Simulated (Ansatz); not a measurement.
Calculation for RbBr: DFT, PBEsol, all-electron LAPW, scalar-relativistic (Ansatz 0.2.0).

The base volume is that of a database entry, with shape and atoms relaxed on PAW files at held volume, so it needn't be at zero pressure; the structure needn't be the stable phase, at rest or compressed.

Command: `ansatz run input.yaml --threads 1 --pin off --max-ram 2048MiB --backend cpu --events-out ev --progress --plain --runs-dir out` It took 2.7 s on 1 thread of AMD EPYC 9R45 96-Core Processor (Zen 5) (shared host), peak memory 0.3 GiB.

```yaml
crystal:
  lattice:
    - [4.1260773, 0.0, 0.0]
    - [0.0, 4.1260773, 0.0]
    - [0.0, 0.0, 4.1260773]
  atoms:
    - { symbol: Rb, position: [0.0, 0.0, 0.0] }
    - { symbol: Br, position: [0.5, 0.5, 0.5] }
kpoints:
  mp_grid: { grid: [7, 7, 7] }
  band_path:
    path:
      - [0.0, 0.0, 0.0]
      - [0.0, 0.5, 0.0]
      - [0.5, 0.5, 0.0]
      - [0.0, 0.0, 0.0]
      - [0.5, 0.5, 0.5]
      - [0.0, 0.5, 0.0]
      - [0.5, 0.5, 0.5]
      - [0.5, 0.5, 0.0]
    npoints: 14
scf:
  occupations: { method: fermi_dirac, width: 0.03 }
hamiltonian:
  xc: pbesol
  pseudopotentials: { kind: all_electron, lapw: { basis_error: 0.001 } }
output:
  forces: true
  stress: true
  eigenvalues: true
  populations: true
```

Output:

```
Rb: projections on atomic orbitals take those of the free atom 1s2 2s2 2p6 3s2 3p6 3d10 4s2 4p6 5s1, of charge +0.00 (hamiltonian.pseudopotentials.projection_atoms)
Br: projections on atomic orbitals take those of the free atom 1s2 2s2 2p6 3s2 3p6 3d10 4s2 4p5, of charge +0.00 (hamiltonian.pseudopotentials.projection_atoms)
LAPW: plane waves up to 5.342 Å⁻¹, error target 1.0e-3 eV per atom; small_component_spin mean_spin; Br in spheres of 1.761 Å, 23 of its electrons in bands, Dirac shells []; Rb in spheres of 1.812 Å, 19 of its electrons in bands, Dirac shells [] (how accurate: hamiltonian.pseudopotentials.lapw.basis_error, Limitations)
Engine: ansatz 0.2.0
Pseudopotentials: kind: all_electron
Pseudopotential: Rb, LAPW, valence charge 19, lapw/all_electron/scalar/gaussian/Rb, Koelling and Harmon's equation, gaussian nucleus
Pseudopotential: Br, LAPW, valence charge 23, lapw/all_electron/scalar/gaussian/Br, Koelling and Harmon's equation, gaussian nucleus
Functional definition: PBEsol
  exchange = pbesol_x
  correlation = pbesol_c
Crystal: 2 atoms, lattice volume = 70.244 Å³
Basis set: ecut = 108.71241311279448 eV, 179 PW (Γ), exchange–correlation at level 2
Bands: 26, of which v1, the nominal top of the filled ones, is band 21 counted from 1 (20 counted from 0)
Symmetry: 48 space group operations
Space group: Pm-3m (ITA 221), of the structure as read, at distance tolerance 4.1e-5 Å
k-points: 20 of 343
Non-local potential: Rb, projectors of the file, none
Non-local potential: Br, projectors of the file, none
Initial density: superposition of atomic densities (chi_scale 0.1, normalization cell, long waves kept (reshape's long-wave potential 0.00 eV rms))
Initial wavefunctions: plane waves of lowest kinetic energy (no species holds an atomic orbital)
Functional: x = pbesol(κ = 0.804, μ = 0.12345679012345678), c = pbesol(β = 0.046)
iter 1 solved again at ethr=7.35e-4 eV; its pass at ethr=1.00e-1 eV (dr2=3.09e-1 eV) is discarded
SCF iter   1: F=—  HF=-151954.368502 eV  |F-HF|=—  |Δ(HF+E_count)|=         —  Δρ=1.22e-2  dr2=3.09e-1  ethr=7.35e-4  ⟨swp⟩=2.5  Hψ=3146  notcnv=0
preconditioner: auto → Resta (q_TF=auto, 2.504 Å⁻¹)  ε∞=2.4  [insulator: Δε(μ)=4.592 eV  Ē_g=13.791 eV  σ=0.030 eV  W_gap=1.00  n_scr=18 (ndim 8)  ℏωp=16.6 eV  f_vac=0.042  D(μ)=0.00/eV (n_scr^D=0)  ε∞_Penn≈2.4]
SCF iter   2: F=—  HF=-151954.169502 eV  |F-HF|=—  |Δ(HF+E_count)|=   1.99e-1  Δρ=5.93e-3  dr2=8.07e-2  ethr=7.35e-4  ⟨swp⟩=2.6  Hψ=1697  notcnv=0
SCF iter   3: F=—  HF=-151954.161697 eV  |F-HF|=—  |Δ(HF+E_count)|=   7.81e-3  Δρ=3.37e-3  dr2=2.72e-2  ethr=1.92e-4  ⟨swp⟩=2.0  Hψ=1640  notcnv=0
iter 4 solved again at ethr=3.18e-6 eV; its pass at ethr=6.48e-5 eV (dr2=1.34e-3 eV) is discarded
SCF iter   4: F=—  HF=-151954.163958 eV  |F-HF|=—  |Δ(HF+E_count)|=   2.26e-3  Δρ=7.52e-4  dr2=1.33e-3  ethr=3.18e-6  ⟨swp⟩=2.0  Hψ=2692  notcnv=0
SCF iter   5: F=—  HF=-151954.164032 eV  |F-HF|=—  |Δ(HF+E_count)|=   7.32e-5  Δρ=1.88e-4  dr2=3.58e-5  ethr=3.18e-6  ⟨swp⟩=2.5  Hψ=1653  notcnv=0
SCF iter   6: F=—  HF=-151954.164106 eV  |F-HF|=—  |Δ(HF+E_count)|=   7.45e-5  Δρ=4.23e-5  dr2=1.46e-6  ethr=8.53e-8  ⟨swp⟩=3.0  Hψ=1663  notcnv=0
SCF iter   7: F=—  HF=-151954.164092 eV  |F-HF|=—  |Δ(HF+E_count)|=   1.44e-5  Δρ=2.51e-5  dr2=5.34e-7  ethr=3.48e-9  ⟨swp⟩=3.0  Hψ=1618  notcnv=0
SCF iter   8: F=-151954.164093 eV  HF=-151954.164093 eV  |F-HF|=2.14e-8  |Δ(HF+E_count)|=   1.02e-6  Δρ=4.58e-6  dr2=2.38e-8  ethr=1.27e-9  ⟨swp⟩=3.0  Hψ=1655  notcnv=0
SCF 1 converged in 8 iterations: F = -151954.164093 eV  dr2 = 2.38e-8
NSCF: frozen V_eff on 99 k-points
SCF converged after 8 iterations
Free energy (F): -151954.164093 eV
Harris-Foulkes:  -151954.164093 eV  (|F-HF|=2.14e-8)
Internal energy: -151954.164093 eV  (E = F + TS)
E sigma→0 (E₀):  -151954.164093 eV
Fermi energy:    6.291641 eV
--- Per-component energies (eV) ---
  E_band       = -2498.043965
  E_kinetic    = 155999.178909
  E_xc         = -5158.455140
  E_electrostatic = -302794.887862  (all electrons and nuclei)
  E_smearing   = -0.000000  (= −TS)
  E_closure    = 0.000000  (closes the sum)
  E_atoms      = -151947.905592  (free atoms, spherical and without spin; not in F)
  Σ components = -151954.164093   (vs F -151954.164093, Δ=0.00e0)
  Basis errors (estimates in eV, not in F): energy 3.8e-4 per atom: plane waves 3.4e-4 (1.7e-4 summed), levels above the bands 5.3e-100, relativity 1.6e-8, radial functions 4.0e-5, core shells 7.9e-7; eigenvalues (radial functions only) 1.4e-5; not estimated: angular momenta, meshes, grids; target (lapw.basis_error) 1.0e-3; muffin-tin radii Br 1.761 Å, Rb 1.812 Å
--- Forces (eV/Å), atoms counted from 1 ---
  atom   1  Rb    -0.00000000     0.00000000     0.00000000
  atom   2  Br     0.00000000    -0.00000000     0.00000000
  max |Σ_I F_I| component: 2.44e-31 eV/Å
--- Stress (GPa, compression-positive) ---
       -0.600707       0.000000       0.000000
        0.000000      -0.600707       0.000000
        0.000000       0.000000      -0.600707
  P = ⅓ Tr σ = -0.6007 GPa (-6.007 kbar)
--- Band table (eV; the first three rows and the last of 20) ---
  k-point 0: bands = ["-160.6361", "-160.6361", "-160.6361", "-92.7180", "-92.7180", "-92.7172", "-92.7172", "-92.7172", "-54.1624", "-54.1624", "-54.1624", "-54.1617", "-54.1617", "-20.7165", "-8.3306", "-4.7039", "-4.7039", "-4.7039", "4.1542", "4.1542", "4.1542", "8.2162", "9.7805", "9.7805", "14.2202", "14.2202"]
  k-point 1: bands = ["-160.6361", "-160.6361", "-160.6361", "-92.7180", "-92.7180", "-92.7172", "-92.7172", "-92.7172", "-54.1624", "-54.1624", "-54.1624", "-54.1617", "-54.1617", "-20.7125", "-8.3287", "-4.7334", "-4.6947", "-4.6947", "3.7546", "4.1407", "4.1407", "8.7249", "9.9354", "10.2324", "14.1051", "14.1051"]
  k-point 2: bands = ["-160.6361", "-160.6361", "-160.6361", "-92.7180", "-92.7180", "-92.7172", "-92.7172", "-92.7172", "-54.1624", "-54.1624", "-54.1624", "-54.1617", "-54.1616", "-20.7037", "-8.3260", "-4.7936", "-4.6739", "-4.6739", "3.0596", "4.1092", "4.1092", "9.8148", "10.3799", "11.2627", "13.9835", "13.9835"]
  k-point 19: bands = ["-160.6361", "-160.6361", "-160.6361", "-92.7180", "-92.7180", "-92.7172", "-92.7172", "-92.7172", "-54.1624", "-54.1624", "-54.1624", "-54.1616", "-54.1616", "-20.6608", "-8.0489", "-4.9313", "-4.9250", "-4.9250", "3.0084", "3.0084", "3.0642", "11.8806", "12.2785", "12.2785", "13.4225", "13.6188"]
--- Löwdin populations: 2 sites ---
  site symbol       q [e]
     0     Rb     36.2525
     1     Br     35.6814
  spilling = 0.000918 (of n_electrons = 72.000000)
```

populations.tsv:

```
# site	symbol	l	j	q
# orbitals = lowdin
# n_electrons = 72.000000
# spilling = 0.000918
# projection_atom_Rb: 1s2 2s2 2p6 3s2 3p6 3d10 4s2 4p6 5s1
# projection_atom_Br: 1s2 2s2 2p6 3s2 3p6 3d10 4s2 4p5
0	Rb	0_1S	-	1.999998
0	Rb	0_2S	-	1.999940
0	Rb	0_3S	-	1.998835
0	Rb	0_4S	-	1.972272
0	Rb	0_5S	-	0.296254
0	Rb	1_2P	-	5.999999
0	Rb	1_3P	-	5.999955
0	Rb	1_4P	-	5.985253
0	Rb	2_3D	-	9.999993
1	Br	0_1S	-	1.999997
1	Br	0_2S	-	1.999883
1	Br	0_3S	-	1.997700
1	Br	0_4S	-	1.924662
1	Br	1_2P	-	5.999998
1	Br	1_3P	-	5.999812
1	Br	1_4P	-	5.759409
1	Br	2_3D	-	9.999964
```

Next run (volume at 0.8 of the series' base cell), as changes to the input before:

```diff
   lattice:
-    - [4.1260773, 0.0, 0.0]
-    - [0.0, 4.1260773, 0.0]
-    - [0.0, 0.0, 4.1260773]
+    - [3.8303108645, 0.0, 0.0]
+    - [0.0, 3.8303108645, 0.0]
+    - [0.0, 0.0, 3.8303108645]
   atoms:
-    npoints: 14
+    npoints: 6
 scf:
```

Results part of the output:

```
SCF 1 converged in 8 iterations: F = -151954.021524 eV  dr2 = 1.51e-8
NSCF: frozen V_eff on 43 k-points
SCF converged after 8 iterations
Free energy (F): -151954.021524 eV
Harris-Foulkes:  -151954.021524 eV  (|F-HF|=8.96e-9)
Internal energy: -151954.021524 eV  (E = F + TS)
E sigma→0 (E₀):  -151954.021524 eV
Fermi energy:    9.240946 eV
--- Per-component energies (eV) ---
  E_band       = -4100.865461
  E_kinetic    = 156004.909318
  E_xc         = -5160.145192
  E_electrostatic = -302798.785649  (all electrons and nuclei)
  E_smearing   = -0.000000  (= −TS)
  E_closure    = 0.000000  (closes the sum)
  E_atoms      = -151947.905592  (free atoms, spherical and without spin; not in F)
  Σ components = -151954.021524   (vs F -151954.021524, Δ=0.00e0)
  Basis errors (estimates in eV, not in F): energy 3.9e-4 per atom: plane waves 3.5e-4 (1.8e-4 summed), levels above the bands 9.4e-104, relativity 1.2e-8, radial functions 4.0e-5, core shells 1.4e-7; eigenvalues (radial functions only) 1.4e-5; not estimated: angular momenta, meshes, grids; target (lapw.basis_error) 1.0e-3; muffin-tin radii Br 1.639 Å, Rb 1.678 Å
--- Forces (eV/Å), atoms counted from 1 ---
  atom   1  Rb    -0.00000000     0.00000000     0.00000000
  atom   2  Br     0.00000000     0.00000000     0.00000000
  max |Σ_I F_I| component: 2.61e-30 eV/Å
--- Stress (GPa, compression-positive) ---
        5.021851      -0.000000       0.000000
       -0.000000       5.021851       0.000000
        0.000000       0.000000       5.021851
  P = ⅓ Tr σ = 5.0219 GPa (50.219 kbar)
--- Band table (eV; the first three rows and the last of 20) ---
  k-point 0: bands = ["-222.6753", "-210.4528", "-210.4528", "-210.4528", "-158.2983", "-158.2983", "-158.2983", "-89.8669", "-89.8669", "-89.8658", "-89.8658", "-89.8658", "-51.8286", "-51.8286", "-51.8286", "-51.8274", "-51.8274", "-17.9898", "-6.2682", "-1.9268", "-1.9268", "-1.9268", "6.6820", "6.6820", "6.6820", "11.6260", "11.8826", "11.8826", "17.2889", "17.2889"]
  k-point 1: bands = ["-222.6753", "-210.4528", "-210.4528", "-210.4528", "-158.2983", "-158.2983", "-158.2983", "-89.8669", "-89.8669", "-89.8658", "-89.8658", "-89.8658", "-51.8286", "-51.8286", "-51.8286", "-51.8274", "-51.8274", "-17.9792", "-6.2789", "-1.9649", "-1.9056", "-1.9056", "6.1007", "6.6394", "6.6394", "12.0677", "12.1913", "12.6094", "17.1686", "17.1686"]
  k-point 2: bands = ["-222.6753", "-210.4528", "-210.4528", "-210.4528", "-158.2983", "-158.2983", "-158.2983", "-89.8669", "-89.8669", "-89.8658", "-89.8658", "-89.8658", "-51.8286", "-51.8286", "-51.8286", "-51.8274", "-51.8273", "-17.9553", "-6.3084", "-2.0283", "-1.8572", "-1.8572", "5.1142", "6.5400", "6.5400", "12.6042", "13.4047", "14.2239", "17.0566", "17.1019"]
  k-point 19: bands = ["-222.6753", "-210.4528", "-210.4528", "-210.4528", "-158.2983", "-158.2983", "-158.2983", "-89.8669", "-89.8669", "-89.8658", "-89.8658", "-89.8658", "-51.8287", "-51.8287", "-51.8287", "-51.8272", "-51.8272", "-17.8460", "-5.7668", "-2.3470", "-2.3292", "-2.3292", "4.8912", "4.8912", "5.0176", "15.0025", "15.5128", "15.5128", "17.2302", "17.3242"]
--- Löwdin populations: 2 sites ---
  site symbol       q [e]
     0     Rb     36.2542
     1     Br     35.6633
  spilling = 0.001147 (of n_electrons = 72.000000)
```

Next run (volume at 0.65 of the series' base cell), as changes to the input before:

```diff
   lattice:
-    - [3.8303108645, 0.0, 0.0]
-    - [0.0, 3.8303108645, 0.0]
-    - [0.0, 0.0, 3.8303108645]
+    - [3.5741695089, 0.0, 0.0]
+    - [0.0, 3.5741695089, 0.0]
+    - [0.0, 0.0, 3.5741695089]
   atoms:
```

Results part of the output:

```
SCF 1 converged in 8 iterations: F = -151953.335920 eV  dr2 = 9.37e-9
NSCF: frozen V_eff on 43 k-points
SCF converged after 8 iterations
Free energy (F): -151953.335920 eV
Harris-Foulkes:  -151953.335920 eV  (|F-HF|=5.12e-9)
Internal energy: -151953.335920 eV  (E = F + TS)
E sigma→0 (E₀):  -151953.335920 eV
Fermi energy:    12.027007 eV
--- Per-component energies (eV) ---
  E_band       = -3954.975208
  E_kinetic    = 156014.117349
  E_xc         = -5162.524387
  E_electrostatic = -302804.928881  (all electrons and nuclei)
  E_smearing   = -0.000000  (= −TS)
  E_closure    = 0.000000  (closes the sum)
  E_atoms      = -151947.905592  (free atoms, spherical and without spin; not in F)
  Σ components = -151953.335920   (vs F -151953.335920, Δ=0.00e0)
  Basis errors (estimates in eV, not in F): energy 3.9e-4 per atom: plane waves 3.5e-4 (1.8e-4 summed), levels above the bands 1.7e-116, relativity 1.3e-8, radial functions 4.4e-5, core shells 1.1e-6; eigenvalues (radial functions only) 1.5e-5; not estimated: angular momenta, meshes, grids; target (lapw.basis_error) 1.0e-3; muffin-tin radii Br 1.537 Å, Rb 1.559 Å
--- Forces (eV/Å), atoms counted from 1 ---
  atom   1  Rb    -0.00000000     0.00000000    -0.00000000
  atom   2  Br     0.00000000     0.00000000     0.00000000
  max |Σ_I F_I| component: 1.45e-30 eV/Å
--- Stress (GPa, compression-positive) ---
       18.025273       0.000000       0.000000
        0.000000      18.025273       0.000000
        0.000000       0.000000      18.025273
  P = ⅓ Tr σ = 18.0253 GPa (180.253 kbar)
--- Band table (eV; the first three rows and the last of 20) ---
  k-point 0: bands = ["-219.8841", "-207.2667", "-207.2667", "-207.2667", "-155.5084", "-155.5084", "-155.5084", "-86.6822", "-86.6822", "-86.6806", "-86.6806", "-86.6806", "-49.0451", "-49.0451", "-49.0451", "-49.0431", "-49.0431", "-15.0549", "-3.8313", "1.1089", "1.1089", "1.1089", "9.7696", "9.7696", "9.7696", "14.2428", "14.2428", "15.8986", "20.7214", "20.7214"]
  k-point 1: bands = ["-219.8841", "-207.2667", "-207.2667", "-207.2667", "-155.5084", "-155.5084", "-155.5084", "-86.6822", "-86.6822", "-86.6806", "-86.6806", "-86.6806", "-49.0451", "-49.0451", "-49.0451", "-49.0431", "-49.0431", "-15.0294", "-3.8813", "1.0734", "1.1521", "1.1521", "8.9717", "9.6710", "9.6710", "14.4593", "15.0829", "16.7216", "20.6008", "20.6008"]
  k-point 2: bands = ["-219.8841", "-207.2667", "-207.2667", "-207.2667", "-155.5084", "-155.5084", "-155.5084", "-86.6822", "-86.6822", "-86.6806", "-86.6806", "-86.6806", "-49.0451", "-49.0451", "-49.0451", "-49.0431", "-49.0429", "-14.9713", "-4.0083", "1.0577", "1.2525", "1.2525", "7.6375", "9.4422", "9.4422", "15.0912", "16.9636", "18.3922", "20.1591", "20.6135"]
  k-point 19: bands = ["-219.8841", "-207.2667", "-207.2667", "-207.2667", "-155.5084", "-155.5084", "-155.5084", "-86.6822", "-86.6822", "-86.6806", "-86.6806", "-86.6806", "-49.0452", "-49.0452", "-49.0452", "-49.0426", "-49.0426", "-14.7225", "-3.0585", "0.4105", "0.4504", "0.4504", "7.0772", "7.0772", "7.3222", "18.6710", "19.3311", "19.3311", "21.6528", "21.6528"]
--- Löwdin populations: 2 sites ---
  site symbol       q [e]
     0     Rb     36.2402
     1     Br     35.6490
  spilling = 0.001539 (of n_electrons = 72.000000)
```

Next run (volume at 0.55 of the series' base cell), as changes to the input before:

```diff
   lattice:
-    - [3.5741695089, 0.0, 0.0]
-    - [0.0, 3.5741695089, 0.0]
-    - [0.0, 0.0, 3.5741695089]
+    - [3.380582896, 0.0, 0.0]
+    - [0.0, 3.380582896, 0.0]
+    - [0.0, 0.0, 3.380582896]
   atoms:
```

Command: `ansatz run input.yaml --threads 1 --pin off --max-ram 2048MiB --backend cpu --events-out ev --progress --plain --runs-dir out` It took 2.4 s on 1 thread of AMD EPYC 9R45 96-Core Processor (Zen 5), on a shared host, peak memory 0.31 GiB.

Results part of the output:

```
SCF 1 converged in 8 iterations: F = -151952.147284 eV  dr2 = 7.96e-9
NSCF: frozen V_eff on 43 k-points
SCF converged after 8 iterations
Free energy (F): -151952.147284 eV
Harris-Foulkes:  -151952.147284 eV  (|F-HF|=1.43e-9)
Internal energy: -151952.147284 eV  (E = F + TS)
E sigma→0 (E₀):  -151952.147284 eV
Fermi energy:    14.692537 eV
--- Per-component energies (eV) ---
  E_band       = -4369.277165
  E_kinetic    = 156025.352327
  E_xc         = -5165.155088
  E_electrostatic = -302812.344523  (all electrons and nuclei)
  E_smearing   = -0.000000  (= −TS)
  E_closure    = 0.000000  (closes the sum)
  E_atoms      = -151947.905592  (free atoms, spherical and without spin; not in F)
  Σ components = -151952.147284   (vs F -151952.147284, Δ=0.00e0)
  Basis errors (estimates in eV, not in F): energy 3.7e-4 per atom: plane waves 3.3e-4 (1.7e-4 summed), levels above the bands 4.5e-147, relativity 1.5e-8, radial functions 3.8e-5, core shells 2.5e-14; eigenvalues (radial functions only) 2.5e-5; not estimated: angular momenta, meshes, grids; target (lapw.basis_error) 1.0e-3; muffin-tin radii Br 1.461 Å, Rb 1.467 Å
--- Forces (eV/Å), atoms counted from 1 ---
  atom   1  Rb    -0.00000000     0.00000000     0.00000000
  atom   2  Br     0.00000000    -0.00000000     0.00000000
  max |Σ_I F_I| component: 3.88e-30 eV/Å
--- Stress (GPa, compression-positive) ---
       38.799253      -0.000000      -0.000000
       -0.000000      38.799253       0.000000
       -0.000000       0.000000      38.799253
  P = ⅓ Tr σ = 38.7993 GPa (387.993 kbar)
--- Band table (eV; the first three rows and the last of 20) ---
  k-point 0: bands = ["-277.1598", "-217.1457", "-204.2564", "-204.2564", "-204.2564", "-152.7717", "-152.7717", "-152.7717", "-83.6738", "-83.6738", "-83.6716", "-83.6716", "-83.6716", "-46.3160", "-46.3160", "-46.3160", "-46.3134", "-46.3134", "-12.4200", "-1.3995", "3.9075", "3.9075", "3.9075", "12.8944", "12.8944", "12.8944", "16.4781", "16.4781", "20.3013", "23.9679", "23.9679", "23.9679"]
  k-point 1: bands = ["-277.1598", "-217.1457", "-204.2564", "-204.2564", "-204.2564", "-152.7717", "-152.7717", "-152.7717", "-83.6738", "-83.6737", "-83.6716", "-83.6716", "-83.6716", "-46.3161", "-46.3161", "-46.3160", "-46.3134", "-46.3132", "-12.3704", "-1.5226", "3.8874", "3.9797", "3.9797", "11.8896", "12.7181", "12.7181", "16.7227", "17.5736", "21.2149", "23.8539", "23.8539", "24.1740"]
  k-point 2: bands = ["-277.1598", "-217.1457", "-204.2564", "-204.2564", "-204.2564", "-152.7717", "-152.7717", "-152.7717", "-83.6738", "-83.6737", "-83.6716", "-83.6716", "-83.6716", "-46.3162", "-46.3162", "-46.3160", "-46.3134", "-46.3129", "-12.2552", "-1.8261", "3.9748", "4.1510", "4.1510", "10.2286", "12.3097", "12.3097", "17.4391", "20.0089", "22.9201", "23.0806", "23.9600", "23.9600"]
  k-point 19: bands = ["-277.1598", "-217.1457", "-204.2564", "-204.2564", "-204.2564", "-152.7717", "-152.7717", "-152.7717", "-83.6737", "-83.6737", "-83.6717", "-83.6717", "-83.6717", "-46.3164", "-46.3164", "-46.3164", "-46.3121", "-46.3121", "-11.7884", "-0.4098", "2.9034", "2.9703", "2.9703", "9.1848", "9.1848", "9.5772", "22.3027", "23.1075", "23.1075", "25.8692", "25.8692", "26.0775"]
--- Löwdin populations: 2 sites ---
  site symbol       q [e]
     0     Rb     36.2184
     1     Br     35.6347
  spilling = 0.002041 (of n_electrons = 72.000000)
```
